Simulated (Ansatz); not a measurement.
Crystal: Hf.

```
Hf
1.0
     3.19670    0.00000    0.00000
    -1.59835    2.76842    0.00000
     0.00000    0.00000    5.05780
Hf
2
Cartesian
  1.5984 0.9228 3.7934
  0.0000 1.8456 1.2645
```

A run of Ansatz 0.2.0 on this cell left the log below. Logs are shortened: lines on timing, memory, paths and dates and some standing lists are left out, and cuts for length are marked.

```text
Warning: RAYON_NUM_THREADS=1 ignored (pool sized by the plan → 1); use --threads N
Hf: projections on atomic orbitals take those of the free atom 1s2 2s2 2p6 3s2 3p6 3d10 4s2 4p6 4d10 4f14 5s2 5p6 5d2 6s2, of charge +0.00 (hamiltonian.pseudopotentials.projection_atoms)
LAPW: plane waves up to 7.471 Å⁻¹, error target 1.0e-3 eV per atom; small_component_spin mean_spin; Hf in spheres of 1.565 Å, 36 of its electrons in bands, Dirac shells [] (how accurate: hamiltonian.pseudopotentials.lapw.basis_error, Limitations)
Engine: ansatz 0.2.0, aarch64-unknown-linux-gnu
Pseudopotentials: kind: all_electron
Pseudopotential: Hf, LAPW, valence charge 36, lapw/all_electron/scalar/gaussian/Hf, Koelling and Harmon's equation, gaussian nucleus
Functional definition: PBE
  parameter kappa = 0.804
  parameter beta = 0.06672455060314922
  exchange = pbe_x(kappa = kappa, mu = beta*pi^2/3)
  correlation = pbe_c(beta = beta)
Crystal: 2 atoms, lattice volume = 44.761 Å³
Basis set: ecut = 212.66289712661157 eV, 313 PW (Γ), exchange–correlation at level 2
Bands: 44, of which v1, the nominal top of the filled ones, is band 36 counted from 1 (35 counted from 0)
Symmetry: 24 space group operations
Space group: P63/mmc (ITA 194), of the structure as read, at distance tolerance 3.6e-5 Å
k-points: 42 of 500
Non-local potential: Hf, projectors of the file, none
Initial density: superposition of atomic densities (chi_scale 0.1, normalization cell)
Initial wavefunctions: plane waves of lowest kinetic energy (no species holds an atomic orbital)
[... 18 lines left out ...]
Internal energy: -820500.484360 eV  (E = F + TS)
E sigma→0 (E₀):  -820500.489863 eV
Entropy (-TS):   -0.011007 eV (-5.503 meV/atom)
Fermi energy:    20.203640 eV
--- Per-component energies (eV) ---
  E_band       = -3533.901330
  E_kinetic    = 912958.567284
  E_xc         = -16830.341762
  E_electrostatic = -1716628.709882  (all electrons and nuclei)
  E_smearing   = -0.011007  (= −TS)
  E_closure    = 0.000000  (closes the sum)
  E_atoms      = -820485.842060  (free atoms, spherical and without spin; not in F)
  Σ components = -820500.495367   (vs F -820500.495367, Δ=0.00e0)
  Basis errors (estimates in eV, not in F): energy 2.3e-4 per atom: plane waves 1.9e-4 (9.9e-5 summed), levels above the bands 1.7e-69, relativity 6.2e-8, radial functions 4.3e-5, core shells 1.8e-7; eigenvalues (radial functions only) 8.2e-7; not estimated: angular momenta, meshes, grids; target (lapw.basis_error) 1.0e-3; muffin-tin radii Hf 1.565 Å
--- Forces (eV/Å), atoms counted from 1 ---
  atom   1  Hf     0.00000000     0.00000000     0.00000000
  atom   2  Hf    -0.00000000    -0.00000000    -0.00000000
  max |Σ_I F_I| component: 3.70e-17 eV/Å
--- Stress (GPa, compression-positive) ---
        0.726754      -0.000000      -0.000000
        0.000000       0.726754      -0.000000
       -0.000000      -0.000000       0.378143
  P = ⅓ Tr σ = 0.6106 GPa (6.106 kbar)
--- Band table (eV; the first three rows and the last of 42) ---
  k-point 0: bands = ["-181.1258", "-181.1258", "-181.1258", "-181.1258", "-181.1220", "-181.1220", "-181.0983", "-181.0983", "-181.0983", "-181.0983", "-41.7019", "-41.6306", "-10.8420", "-10.1001", "-10.1001", "-9.9734", "-9.9718", "-9.9718", "8.3287", "8.3621", "8.3634", "8.3634", "8.3648", "8.3648", "8.3691", "8.3757", "8.3757", "8.3836", "8.4028", "8.4028", "8.4436", "8.4471", "12.8377", "16.5021", "20.8472", "21.3873", "21.3873", "21.6676", "22.2095", "22.2095", "22.8496", "22.8496", "25.5498", "25.5498"]
  k-point 1: bands = ["-181.1258", "-181.1258", "-181.1258", "-181.1258", "-181.1220", "-181.1220", "-181.0983", "-181.0983", "-181.0983", "-181.0983", "-41.6951", "-41.6375", "-10.7640", "-10.0880", "-10.0880", "-10.0619", "-9.9842", "-9.9842", "8.3301", "8.3503", "8.3503", "8.3611", "8.3659", "8.3659", "8.3663", "8.3830", "8.3830", "8.3853", "8.4082", "8.4082", "8.4439", "8.4468", "13.2007", "16.2869", "20.4247", "21.2267", "21.2267", "21.3581", "21.9321", "21.9321", "23.3987", "23.3987", "25.6559", "25.6559"]
  k-point 2: bands = ["-181.1258", "-181.1258", "-181.1258", "-181.1258", "-181.1220", "-181.1220", "-181.0983", "-181.0983", "-181.0983", "-181.0983", "-41.6773", "-41.6553", "-10.5554", "-10.2875", "-10.0561", "-10.0561", "-10.0164", "-10.0164", "8.3359", "8.3460", "8.3460", "8.3473", "8.3523", "8.3523", "8.3753", "8.3830", "8.4005", "8.4005", "8.4098", "8.4098", "8.4448", "8.4459", "14.1854", "15.4316", "20.1826", "20.6731", "21.1757", "21.1757", "21.4525", "21.4525", "24.4808", "24.4808", "25.4097", "25.4097"]
  k-point 41: bands = ["-181.1258", "-181.1258", "-181.1258", "-181.1258", "-181.1220", "-181.1220", "-181.0983", "-181.0983", "-181.0983", "-181.0983", "-41.6280", "-41.6252", "-10.6427", "-10.6307", "-10.4443", "-10.3660", "-10.1351", "-10.1112", "8.3523", "8.3593", "8.3622", "8.3665", "8.3693", "8.3719", "8.3809", "8.3829", "8.3838", "8.3844", "8.3863", "8.3913", "8.4246", "8.4248", "18.0799", "18.1473", "18.9573", "19.1296", "19.9142", "20.1649", "22.3284", "23.1988", "25.3126", "25.6525", "27.7550", "28.0960"]
--- Löwdin populations: 2 sites ---
  site symbol       q [e]
     0     Hf     71.9280
     1     Hf     71.9280
  spilling = 0.000999 (of n_electrons = 144.000000)
```

**Question.** Write the input and the command behind it.

**Answer.** Single point with PBE, no spin polarisation. The files as run (others can give the same):

input.yaml
```yaml
crystal:
  lattice:
    - [3.1967, 0.0, 0.0]
    - [-1.59835, 2.7684234083, 0.0]
    - [0.0, 0.0, 5.0578]
  atoms:
    - { symbol: Hf, position: [0.6666666667, 0.3333333333, 0.75] }
    - { symbol: Hf, position: [0.3333333333, 0.6666666667, 0.25] }
kpoints:
  mp_grid: { grid: [10, 10, 5] }
scf:
  occupations: { method: fermi_dirac, width: 0.05 }
hamiltonian:
  xc: pbe
  pseudopotentials: { kind: all_electron, lapw: { basis_error: 0.001 } }
output:
  forces: true
  stress: true
  eigenvalues: true
  populations: true
```

Potentials or basis: all-electron LAPW, scalar-relativistic.
Launch:
```sh
$ ansatz run input.yaml --threads 1 --pin off --max-ram 2560MiB --backend cpu --events-out ev --progress --plain --runs-dir out
```
